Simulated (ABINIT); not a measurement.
# I (Fmmm) in ABINIT: notebook

Runs on I. Level: LDA. Tasks: relaxation of cell and atoms, single point.

Program: ABINIT 10.8.3 (patched build). These are calculated values, not measurements. Logs are shortened: lines on timing, memory, paths and dates and some standing lists are left out, and cuts for length are marked. The log counts tension as positive stress, the text compression.

### 1 Starting point

It takes space group Fmmm (No. 69, orthorhombic). The conventional cell has a = 4.384 Å, b = 4.731 Å, c = 7.820 Å, α = 90.00°, β = 90.00°, γ = 90.00°. Around I (site symmetry mmm) lie 4 I at 3.23 Å.

### 2 Relaxation of cell and atoms, LDA

Contents of run.abi:

```
pp_dirpath "./"
pseudos "I.upf"

acell 8.6356380396 8.4706939383 6.0947712399
rprim
     0.0000000000     0.5176614556     0.8555855407
     0.4890677860     0.0000000000     0.8722457800
     0.6797209226     0.7334708361     0.0000000000
ntypat 1
znucl 53
natom 1
typat 1
chkprim 0
chksymtnons 0
tolsym 1.0e-6
xred
            0.0            0.0            0.0

ecut 35.0
ecutsm 0.5

kptopt 1
ngkpt 7 7 7
nshiftk 1
shiftk 0.0 0.0 0.0

ixc 7

nband 8
occopt 3
tsmear 0.00183747

nstep 80
tolvrs 1.0e-12

iomode 3
prteig 0
prtebands 0
prtwf 0
prtden 0

ionmov 2
optcell 2
ntime 50
tolmxf 2.0e-5
dilatmx 1.08
```

Potentials or basis: PseudoDojo NC SR LDA v0.4.1 standard.

Started as:

```sh
$ abinit run.abi > log 2>&1
```

run.abo:

```text
.Version 10.8.3 of ABINIT
 Symmetries : space group Fm m m (# 69); Bravais oF (face-center ortho.)
================================================================================
 Values of the parameters that define the memory need of the present run
     intxc =       0    ionmov =       2      iscf =       7    lmnmax =       6
     lnmax =       6     mgfft =      50  mpssoang =       3    mqgrid =    3001
     natom =       1  nloc_mem =       1    nspden =       1   nspinor =       1
    nsppol =       1      nsym =       8    n1xccc =    2501    ntypat =       1
    occopt =       3   xclevel =       1
       mpw =        3426          nfft =      125000          nkpt =          64
================================================================================
================================================================================

--------------------------------------------------------------------------------
------------- Echo of variables that govern the present computation ------------
--------------------------------------------------------------------------------
 -outvars: echo values of preprocessed input variables --------
            acell      8.6356380396E+00  8.4706939383E+00  6.0947712399E+00 Bohr
              amu      1.26904470E+02
          chkprim           0
      chksymtnons           0
          dilatmx      1.08000000E+00
             ecut      3.50000000E+01 Hartree
           ecutsm      5.00000000E-01 Hartree
           ionmov           2
                       outvar_i_n : Printing only first  50 k-points.
              ixc           7
                       outvar_i_n : Printing only first  50 k-points.
         kptrlatt        7    0    0      0    7    0      0    0    7
          kptrlen      4.26633987E+01
            natom           1
            nband           8
            ngfft          50      50      50
             nkpt          64
            nstep          80
             nsym           8
            ntime          50
           ntypat           1
                       prtocc : prtvol=0, do not print more k-points.
           occopt           3
          optcell           2
           prtden           0
        prtebands           0
           prteig           0
            prtwf           0
            rprim      0.0000000000E+00  5.1766145560E-01  8.5558554070E-01
                       4.8906778600E-01  0.0000000000E+00  8.7224578000E-01
                       6.7972092260E-01  7.3347083610E-01  0.0000000000E+00
          spgroup          69
           tolmxf      2.00000000E-05
           tolsym      1.00000000E-06
           tolvrs      1.00000000E-12
           tsmear      1.83747000E-03 Hartree
            typat      1
                       outvars : Printing only first  50 k-points.
            znucl       53.00000

================================================================================

 chkinp: Checking input parameters for consistency.

================================================================================
== DATASET  1 ==================================================================

--- !DatasetInfo
iteration_state: {dtset: 1, }
dimensions: {natom: 1, nkpt: 64, mband: 8, nsppol: 1, nspinor: 1, nspden: 1, mpw: 3426, }
cutoff_energies: {ecut:  35.0, pawecutdg:  -1.0, }
electrons: {nelect:   7.00000000E+00, charge:   0.00000000E+00, occopt:   3.00000000E+00, tsmear:   1.83747000E-03, }
meta: {optdriver: 0, ionmov: 2, optcell: 2, iscf: 7, paral_kgb: 0, }
...

 Exchange-correlation functional for the present dataset will be:
  LDA: Perdew-Wang 92 LSD fit to Ceperley-Alder data - ixc=7
  J.P.Perdew and Y.Wang, PRB 45, 13244 (1992)

 Real(R)+Recip(G) space primitive vectors, cartesian coordinates (Bohr,Bohr^-1):
 R(1)=  0.0000000  4.4703370  7.3885270  G(1)= -0.1206930  0.1118484  0.0676725
 R(2)=  4.1427435  0.0000000  7.3885270  G(2)=  0.1206930 -0.1118484  0.0676725
 R(3)=  4.1427435  4.4703370  0.0000000  G(3)=  0.1206930  0.1118484 -0.0676725
 Unit cell volume ucvol=  2.7366305E+02 bohr^3
 Angles (23,13,12)=  7.05836908E+01  6.76855441E+01  4.17307651E+01 degrees

 getcut: wavevector=  0.0000  0.0000  0.0000  ngfft=  50  50  50
         ecut(hartree)=     40.824   => boxcut(ratio)=   2.01378

--- Pseudopotential description ------------------------------------------------
- pspini: atom type   1  psp file is ./I.upf
  53.00000   7.00000  180309                  znucl, zion, pspdat
12 -1012 2 -1 1182                            pspcod,pspxc,lmax,lloc,mmax
     nproj     2     2     2

   1.20309002E+02                                ecore*ucvol(ha*bohr**3)
--------------------------------------------------------------------------------

================================================================================

=== [ionmov= 2] Broyden-Fletcher-Goldfarb-Shanno method (forces)
================================================================================

--- Iteration: ( 1/50) Internal Cycle: (1/1)
--------------------------------------------------------------------------------

---SELF-CONSISTENT-FIELD CONVERGENCE--------------------------------------------

--- !BeginCycle
iteration_state: {dtset: 1, itime: 1, icycle: 1, }
solver: {iscf: 7, nstep: 80, nline: 4, wfoptalg: 0, }
tolerances: {tolvrs: 1.00E-12, }
...

     iter   Etot(hartree)      deltaE(h)  residm     vres2
 ETOT  1  -13.004211757458    -1.300E+01 2.246E-02 1.708E+01
 ETOT  2  -13.009182237454    -4.970E-03 1.808E-02 1.406E+00
 ETOT  3  -13.009213464737    -3.123E-05 6.126E-04 8.770E-02
 ETOT  4  -13.009215140268    -1.676E-06 7.311E-04 4.443E-04
 ETOT  5  -13.009215147368    -7.101E-09 1.487E-04 1.363E-06
 ETOT  6  -13.009215147403    -3.534E-11 2.974E-04 4.999E-08
 ETOT  7  -13.009215147405    -1.458E-12 4.588E-05 1.559E-09
 ETOT  8  -13.009215147405     1.172E-13 8.153E-05 3.023E-12
 ETOT  9  -13.009215147405    -6.928E-14 1.473E-05 4.091E-14

 At SCF step    9       vres2   =  4.09E-14 < tolvrs=  1.00E-12 =>converged.

 Cartesian components of stress tensor (hartree/bohr^3)
  sigma(1 1)=  8.23881466E-05  sigma(3 2)= -6.02018447E-14
  sigma(2 2)=  1.01509044E-04  sigma(3 1)=  1.60578131E-15
  sigma(3 3)=  3.46554893E-05  sigma(2 1)=  1.04715301E-13
[... 1289 lines left out ...]
 Cartesian coordinates (xcart) [bohr]
  0.00000000000000E+00  0.00000000000000E+00  0.00000000000000E+00
 Reduced coordinates (xred)
  0.00000000000000E+00  0.00000000000000E+00  0.00000000000000E+00
 Cartesian forces (fcart) [Ha/bohr]; max,rms= 0.00000E+00 0.00000E+00 (free atoms)
 -0.00000000000000E+00 -0.00000000000000E+00 -0.00000000000000E+00
 Gradient of E wrt nuclear positions in reduced coordinates (gred)
  0.00000000000000E+00  0.00000000000000E+00  0.00000000000000E+00
 Scale of Primitive Cell (acell) [bohr]
  7.99733098064075E+00  7.91791689335025E+00  5.95761127162552E+00
 Real space primitive translations (rprimd) [bohr]
  0.00000000000000E+00  4.28701685040280E+00  6.75120650982317E+00
  4.13698182161129E+00 -1.89415194449549E-11  6.75120650977727E+00
  4.13698182154835E+00  4.28701684997599E+00  0.00000000000000E+00
 Unitary Cell Volume (ucvol) [Bohr^3]=  2.39469491156595E+02
 Angles (23,13,12)= [degrees]
  6.87268812523709E+01  6.73103962264003E+01  4.39627225214404E+01
 Lengths [Bohr]
  7.99733098064075E+00  7.91791689335025E+00  5.95761127162552E+00
 Stress tensor in cartesian coordinates (strten) [Ha/bohr^3]
  6.96155073635039E-08  1.28440966746993E-13  1.85971920572481E-15
  1.28440966746993E-13  1.93677592387476E-07 -7.46134510678488E-14
  1.85971920572481E-15 -7.46134510678488E-14  3.45749155898460E-08
 Total energy (etotal) [Ha]= -1.30103182688143E+01

 Difference of energy with previous step (new-old):
           Absolute (Ha)=-5.20876E-08
           Relative     =-4.00356E-09

 At Broyd/MD step  15, gradients are converged :
  max grad (force/stress) = 1.9368E-05 < tolmxf= 2.0000E-05 ha/bohr (free atoms)

================================================================================

 ----iterations are completed or convergence reached----

 Mean square residual over all n,k,spin=   14.111E-12; max=  56.800E-10
 reduced coordinates (array xred) for    1 atoms
       0.000000000000      0.000000000000      0.000000000000
 rms dE/dt=  0.0000E+00; max dE/dt=  0.0000E+00; dE/dt below (all hartree)
    1       0.000000000000      0.000000000000      0.000000000000

 cartesian coordinates (angstrom) at end:
    1      0.00000000000000     0.00000000000000     0.00000000000000

 cartesian forces (hartree/bohr) at end:
    1     -0.00000000000000    -0.00000000000000    -0.00000000000000
 frms,max,avg= 0.0000000E+00 0.0000000E+00   0.000E+00  0.000E+00  0.000E+00 h/b

 cartesian forces (eV/Angstrom) at end:
    1     -0.00000000000000    -0.00000000000000    -0.00000000000000
 frms,max,avg= 0.0000000E+00 0.0000000E+00   0.000E+00  0.000E+00  0.000E+00 e/A
 length scales=  7.997330980641  7.917916893350  5.957611271626 bohr
              =  4.232005300133  4.189981174942  3.152632114224 angstroms
 Fermi (or HOMO) energy (hartree) =   0.11167   Average Vxc (hartree)=  -0.34028
 Eigenvalues (hartree) for nkpt=  64  k points:
 kpt#   1, nband=  8, wtk=  0.00292, kpt=  0.0000  0.0000  0.0000 (reduced coord)
  -0.41548    0.05843    0.15429    0.15953    0.28895    0.39932    0.43389    0.56387
      occupation numbers for kpt#   1
   2.00000    2.00000    0.00000    0.00000    0.00000    0.00000    0.00000    0.00000
 prteigrs : prtvol=0 or 1, do not print more k-points.

--- !EnergyTerms
iteration_state     : {dtset: 1, itime: 15, icycle: 1, }
comment             : Components of total free energy in Hartree
kinetic             :  3.15834803815416E+00
hartree             :  9.24566496302948E-01
xc                  : -3.96276983441956E+00
Ewald energy        : -1.11874712403648E+01
psp_core            :  5.02398037137427E-01
local_psp           : -4.45762708067098E+00
non_local_psp       :  2.01242806637674E+00
internal            : -1.30101275174841E+01
'-kT*entropy'       : -1.90751330196494E-04
total_energy        : -1.30103182688143E+01
total_energy_eV     : -3.54028795595848E+02
band_energy         : -6.27214139002348E-01
...

 Cartesian components of stress tensor (hartree/bohr^3)
  sigma(1 1)=  6.96155074E-08  sigma(3 2)= -7.46134511E-14
  sigma(2 2)=  1.93677592E-07  sigma(3 1)=  1.85971921E-15
  sigma(3 3)=  3.45749156E-08  sigma(2 1)=  1.28440967E-13

-Cartesian components of stress tensor (GPa)         [Pressure= -2.9212E-03 GPa]
- sigma(1 1)=  2.04815894E-03  sigma(3 2)= -2.19520352E-09
- sigma(2 2)=  5.69819150E-03  sigma(3 1)=  5.47148281E-11
- sigma(3 3)=  1.01722914E-03  sigma(2 1)=  3.77886371E-09

== END DATASET(S) ==============================================================
================================================================================

 -outvars: echo values of variables after computation  --------
            acell      7.9973309806E+00  7.9179168934E+00  5.9576112716E+00 Bohr
           etotal     -1.3010318269E+01
            fcart     -0.0000000000E+00 -0.0000000000E+00 -0.0000000000E+00
            rprim      0.0000000000E+00  5.3605594926E-01  8.4418245614E-01
                       5.2248361246E-01 -2.3922351927E-12  8.5264932693E-01
                       6.9440277872E-01  7.1958653469E-01  0.0000000000E+00
           strten      6.9615507364E-08  1.9367759239E-07  3.4574915590E-08
                      -7.4613451068E-14  1.8597192057E-15  1.2844096675E-13
 Calculation completed.
```

Wall time 20 min (1 thread of Intel Xeon Platinum 8259CL at 2.50GHz (Skylake/Cascade Lake), shared host); peak memory 0.11 GiB.

Results:

```
Free energy                            : -354.0288 eV
Relaxed volume                         : 35.49 Å³/atom
Relaxed cell                           : a = 4.232 Å, b = 4.190 Å, c = 3.153 Å, α = 68.73°, β = 67.31°, γ = 43.96°
Space group after relaxing (to 0.05 Å) : Fmmm (No. 69)
Energy gained by relaxing              : 30.0 meV/atom
Ionic steps                            : 15
Pressure after relaxing                : 0.0 GPa
Band gap on the k mesh                 : none (metal or under the smearing width)
```

The path:
```
step  energy change (eV)  largest force (eV/Å)  pressure (GPa)  volume (Å³)
   1              0.0000                0.0000           -2.14        40.55
   2             -0.0039                0.0000           -1.96        40.29
   3             -0.0185                0.0000            0.09        37.97
   4             -0.0191                0.0000           -0.23        38.23
   5             -0.0195                0.0000           -0.31        38.24
   6             -0.0233                0.0000           -0.73        37.86
   7             -0.0268                0.0000           -0.82        36.92
   8             -0.0289                0.0000           -0.47        35.94
   9             -0.0297                0.0000           -0.08        35.57
  10             -0.0298                0.0000            0.02        35.57
  11             -0.0298                0.0000            0.02        35.57
  12             -0.0300                0.0000            0.05        35.49
  13             -0.0300                0.0000            0.02        35.49
  14             -0.0300                0.0000            0.00        35.49
  15             -0.0300                0.0000            0.00        35.49
```

Final structure:
```
I
1.0
     0.00000    2.26859    3.57258
     2.18920    0.00000    3.57258
     2.18920    2.26859    0.00000
I
1
Direct
  0.00000 0.00000 0.00000
```

Caveat: an odd number of electrons without spin polarisation forces a metal; a magnetic or distorted state may lie lower.

(Part 1 of 2 ends here.)
